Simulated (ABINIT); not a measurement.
## MgTe in ABINIT: the effect of functional

Crystal: MgTe.

```
Te Mg
1.0
     0.00000    3.23200    3.23200
     3.23200    0.00000    3.23200
     3.23200    3.23200    0.00000
Te Mg
1 1
Direct
  0.25000 0.25000 0.25000
  0.00000 0.00000 0.00000
```

The cell comes from a database or a generator and needn't be the stable form of this composition.

Alike in all runs:

| Property | Result |
| --- | --- |
| Program | ABINIT 10.8.3 (patched build) |
| Task | single point |
| Potentials or basis | JTH PAW PBE v2.0 |
| Cutoff | 626 eV |
| k mesh | 7 × 7 × 7 |
| Occupations | fermi-dirac, width 0.05 eV |
| Spin | no spin polarisation |

One run gave: gap on the mesh 2.50 eV; pressure 2.1 GPa. Which functional did it use?
A. PW91
B. WC
C. BLYP
D. revPBE
E. LDA

C.

```tsv
functional	gap on the mesh (eV)	pressure (GPa)
PBE	2.42	0.8
LDA	2.19	-1.4
PBEsol	2.31	-0.3
RPBE	2.61	1.9
BLYP	2.50	2.1
AM05	2.42	0.1
revPBE	2.57	1.7
PW91	2.41	0.7
WC	2.30	-0.3
```

Caveats: spin-orbit coupling is left out, which moves the levels of the heavy elements; the PAW data sets were made with another functional, which shifts forces and pressure a little (some runs); an odd mesh through Γ misses points on the zone boundary, where band edges often lie (some runs).
